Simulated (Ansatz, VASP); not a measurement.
## Two plane-wave programs on MgO

```
Mg O
1.0
     3.48408    0.00000    0.00000
    -1.74204    3.01730    0.00000
     0.00000    0.00000    4.18532
Mg O
2 2
Direct
  0.66667 0.33333 0.75000
  0.33333 0.66667 0.25000
  0.66667 0.33333 0.25000
  0.33333 0.66667 0.75000
```

Alike in both runs: task single point; functional LDA; k mesh 12 × 12 × 6; no spin polarisation.

```csv
,VASP,Ansatz
version,VASP 6.6.1,Ansatz 0.2.0
potentials or method,"VASP PAW LDA potentials, release 64 (Mg, O)","plane waves, PAW"
plane-wave cutoff (eV),520,420
occupations,"gaussian, width 0.01 eV",fixed
valence electrons in the cell,16,32
```

|  | VASP | Ansatz | Ansatz less VASP |
| --- | --- | --- | --- |
| gap on the k mesh at the Fermi level (eV) | 3.33 | 3.33 | +0.004 |
| pressure (GPa) | -5.8 | -4.1 | +1.72 |
| largest component of the traceless stress (GPa) | 0.30 | 0.42 | +0.117 |

The two sets of potentials don't hold the same shells in valence.

A k mesh can miss the band edges. As with any semilocal functional, this LDA gap is likely too small.
